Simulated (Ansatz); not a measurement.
MoS2, a slab with vacuum:

```xyz
3
Lattice="3.1841 0.0000 0.0000 -1.5921 2.7575 0.0000 0.0000 0.0000 17.3346" Properties=species:S:1:pos:R:3 pbc="T T T"
Mo    0.0000    0.0000    0.0000
S     0.0000    1.8384   15.7833
S     0.0000    1.8384    1.5513
```

Base run:

- Program: Ansatz 0.2.0
- Functional: r2SCAN
- Potentials or basis: Ansatz PAW
- Cutoff: 500 eV (not typed: the program's choice for these potentials)
- k mesh: 10 × 10 × 2
- Occupations: fermi-dirac, width 0.05 eV
- Spin: no spin polarisation

Its results: band gap on the k mesh 1.81 eV, indirect (least direct gap 2.03 eV); largest force 0.018 eV/Å.

Problem. The run is repeated on the same cell with these changes: functional from r2SCAN to LDA; cutoff from 500 eV (not typed: the program's choice for these potentials) to 420 eV (not typed: the program's choice for these potentials). What comes out?

Solution. Band gap on the k mesh 1.73 eV, indirect (least direct gap 1.92 eV); largest force 0.395 eV/Å.

Caveats: the k mesh misses the band edges, so the gap on the mesh is wider than the one along the path; the PAW data sets come from PBE, with cores solved anew for the run's functional, which leaves a small shift of forces and pressure.
